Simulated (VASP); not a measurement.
# Sn (Fd-3m) in VASP: notebook, part 2 of 2

VASP 6.6.1.

## 3. Relaxation of the atoms, PBE (a relaxed cell with its volume scaled by 1.04)

INCAR

```
SYSTEM = Sn
ALGO = Normal
EDIFF = 1E-7
EDIFFG = -0.01
ENCUT = 600
GGA = PE
IBRION = 2
ISIF = 2
ISMEAR = 0
LASPH = .TRUE.
LCHARG = .FALSE.
LREAL = .FALSE.
LWAVE = .FALSE.
NELM = 80
NSW = 40
PREC = Accurate
SIGMA = 0.03
```

KPOINTS

```
k-points
0
G
  10 10 10
  0 0 0
```

POSCAR

```
Sn                                      
1.0
    0.0000000000      3.3714292129      3.3714292129
    3.3714292129      0.0000000000      3.3714292129
    3.3714292129      3.3714292129      0.0000000000
  Sn            
     2
Direct
     0.0000000000000000    0.0000000000000000    1.0000000000000000
     0.2500000000000000    0.2500000000000000    0.2500000000000000
```

Potentials or basis: VASP PAW PBE potentials, release 64 (Sn_d).

Launch:

```bash
$ cat potpaw_PBE.64/Sn_d/POTCAR > POTCAR
$ mpirun -np 1 vasp_std > vasp.out
```

Wall time 66 s (1 thread of AMD EPYC 7R13 (Zen 3), shared host); peak memory 0.23 GiB.

The run converged. Its results:

```yaml
Free_energy: -7.6785 eV
Pressure_after_relaxing: -1.3 GPa
Band_gap_on_the_k_mesh: none (metal or under the smearing width)
```

Final structure:
```cif
data_structure
_symmetry_space_group_name_H-M 'P 1'
_symmetry_Int_Tables_number 1
_cell_length_a 4.7679
_cell_length_b 4.7679
_cell_length_c 4.7679
_cell_angle_alpha 60.000
_cell_angle_beta 60.000
_cell_angle_gamma 60.000
_cell_volume 76.64
loop_
_atom_site_label
_atom_site_type_symbol
_atom_site_fract_x
_atom_site_fract_y
_atom_site_fract_z
_atom_site_occupancy
Sn1 Sn 0.00000 0.00000 0.00000 1
Sn2 Sn 0.25000 0.25000 0.25000 1
```

Levels at points of the mesh, in eV from the Fermi level:
```csv
k point,band 10,band 11,band 12,band 13,band 14,band 15,band 16,band 17,band 18
"(0.00, 0.00, 0.00)",-21.15,-9.81,-1.33,0.16,0.16,0.16,2.21,2.21,2.21
"(0.50, 0.00, 0.00)",-21.11,-8.41,-5.84,-0.88,-0.88,-0.13,3.25,3.25,5.77
"(0.50, 0.50, 0.00)",-21.10,-7.08,-7.08,-2.03,-2.03,1.01,1.01,7.08,7.08
```

Caveat: the relaxation stopped at its first step, so nothing moved.

## 4. Relaxation of the atoms, PBE (a relaxed cell with its volume scaled by 1.06)

INCAR is that of step 3.

KPOINTS is that of step 3.

POSCAR

```
Sn                                      
1.0
    0.0000000000      3.3929038633      3.3929038633
    3.3929038633      0.0000000000      3.3929038633
    3.3929038633      3.3929038633      0.0000000000
  Sn            
     2
Direct
     0.0000000000000000    0.0000000000000000    1.0000000000000000
     0.2500000000000000    0.2500000000000000    0.2500000000000000
```

Potentials or basis: VASP PAW PBE potentials, release 64 (Sn_d).

Launch:

```bash
$ cat potpaw_PBE.64/Sn_d/POTCAR > POTCAR
$ mpirun -np 1 vasp_std > vasp.out
```

OUTCAR:

```text
SYSTEM = Sn
   EDIFF = 1E-7
   EDIFFG = -0.01
   ENCUT = 600
   GGA = PE
   IBRION = 2
   ISIF = 2
   ISMEAR = 0
   LASPH = .TRUE.
   LREAL = .FALSE.
   NELM = 80
   NSW = 40
   PREC = Accurate

 ion  position               nearest neighbor table
   1  0.000  0.000  0.000-   2 2.94   2 2.94   2 2.94   2 2.94
   2  0.250  0.250  0.250-   1 2.94   1 2.94   1 2.94   1 2.94

  LATTYP: Found a face centered cubic cell.
 ALAT       =     6.7858077266
[... 700 lines left out ...]

  FORCE on cell =-STRESS in cart. coord.  units (eV):
  Direction    XX          YY          ZZ          XY          YZ          ZX
  --------------------------------------------------------------------------------------
  -------------------------------------------------------------------------------------
  Total       -0.8811128     -0.8811128     -0.8811128     -0.0000000      0.0000000     -0.0000000
  in kB      -18.0716336    -18.0716336    -18.0716336     -0.0000000      0.0000000     -0.0000000
  external PRESSURE =     -18.0716336 kB  Pullay stress =       0.0000000 kB

 VOLUME and BASIS-vectors are now :
 -----------------------------------------------------------------------------
  energy-cutoff  :      600.00
  volume of cell :       78.12
      direct lattice vectors                 reciprocal lattice vectors
     0.000000000  3.392903863  3.392903863    -0.147366392  0.147366392  0.147366392
     3.392903863  0.000000000  3.392903863     0.147366392 -0.147366392  0.147366392
     3.392903863  3.392903863  0.000000000     0.147366392  0.147366392 -0.147366392

 POSITION                                       TOTAL-FORCE (eV/Angst)
 -----------------------------------------------------------------------------------
      0.00000      0.00000      0.00000        -0.000000     -0.000000     -0.000000
      1.69645      1.69645      1.69645         0.000000      0.000000      0.000000
 -----------------------------------------------------------------------------------
    total drift:                               -0.000000     -0.000000      0.000000

  FREE ENERGIE OF THE ION-ELECTRON SYSTEM (eV)
  ---------------------------------------------------
  free  energy   TOTEN  =        -7.6643838861 eV

  energy  without entropy=       -7.6640060460  energy(sigma->0) =       -7.66419497

 reached required accuracy - stopping structural energy minimisation
```

OSZICAR:

```text
N       E                     dE             d eps       ncg     rms          rms(c)
DAV:   1     0.213469424433E+03    0.21347E+03   -0.16114E+04  1692   0.228E+03
DAV:   2     0.126936588557E+02   -0.20078E+03   -0.19845E+03  1692   0.456E+02
DAV:   3    -0.701284194525E+01   -0.19707E+02   -0.19572E+02  1924   0.150E+02
DAV:   4    -0.766958655231E+01   -0.65674E+00   -0.65564E+00  1870   0.293E+01
DAV:   5    -0.769661651933E+01   -0.27030E-01   -0.27027E-01  2298   0.557E+00    0.264E+00
DAV:   6    -0.767319501058E+01    0.23422E-01   -0.26981E-02  2032   0.233E+00    0.154E+00
DAV:   7    -0.766240361116E+01    0.10791E-01   -0.36756E-02  1796   0.231E+00    0.153E-01
DAV:   8    -0.766391364799E+01   -0.15100E-02   -0.46841E-03  1810   0.898E-01    0.501E-02
DAV:   9    -0.766435393659E+01   -0.44029E-03   -0.60955E-04  2084   0.152E-01    0.130E-02
DAV:  10    -0.766437835355E+01   -0.24417E-04   -0.50806E-05  1934   0.674E-02    0.597E-03
DAV:  11    -0.766438387838E+01   -0.55248E-05   -0.85611E-06  1748   0.184E-02    0.674E-04
DAV:  12    -0.766438388612E+01   -0.77407E-08   -0.15254E-07  1440   0.339E-03
   1 F= -.76643839E+01 E0= -.76641950E+01  d E =-.766438E+01
```

CONTCAR:

```text
Sn
   1.00000000000000
     0.0000000000000000    3.3929038632999999    3.3929038632999999
     3.3929038632999999    0.0000000000000000    3.3929038632999999
     3.3929038632999999    3.3929038632999999    0.0000000000000000
  Sn
     2
Direct
     0.0000000000000000    0.0000000000000000    0.0000000000000000
     0.2500000000000000    0.2500000000000000    0.2500000000000000

  0.00000000E+00  0.00000000E+00  0.00000000E+00
  0.00000000E+00  0.00000000E+00  0.00000000E+00
```

Run time: 60 s. Hardware: 1 thread of AMD EPYC 7R13 (Zen 3), shared host; peak memory 0.24 GiB.

Results:

```yaml
Free_energy: -7.6644 eV
Pressure_after_relaxing: -1.8 GPa
Band_gap_on_the_k_mesh: none (metal or under the smearing width)
```

Final structure:
```cif
data_structure
_symmetry_space_group_name_H-M 'P 1'
_symmetry_Int_Tables_number 1
_cell_length_a 4.7983
_cell_length_b 4.7983
_cell_length_c 4.7983
_cell_angle_alpha 60.000
_cell_angle_beta 60.000
_cell_angle_gamma 60.000
_cell_volume 78.12
loop_
_atom_site_label
_atom_site_type_symbol
_atom_site_fract_x
_atom_site_fract_y
_atom_site_fract_z
_atom_site_occupancy
Sn1 Sn 0.00000 0.00000 0.00000 1
Sn2 Sn 0.25000 0.25000 0.25000 1
```

Caveat: the relaxation stopped at its first step, so nothing moved.

## 5. Summary

| cell | gap on the mesh (eV) | pressure (GPa) |
| --- | --- | --- |
| atoms relaxed from: a relaxed cell with its volume scaled by 1.02 | none | -0.7 |
| atoms relaxed from: a relaxed cell with its volume scaled by 1.04 | none | -1.3 |
| atoms relaxed from: a relaxed cell with its volume scaled by 1.06 | none | -1.8 |

Alike in all rows: task relaxation of the atoms; level PBE; potentials or basis VASP PAW PBE potentials, release 64 (Sn_d); no spin polarisation; k mesh 10 × 10 × 10; cutoff (eV) 600; smearing gaussian 0.03 eV.

Caveats: the relaxation stopped at its first step, so nothing moved.

Total energies depend on the potentials used, so only differences within one code and one set of settings carry meaning.
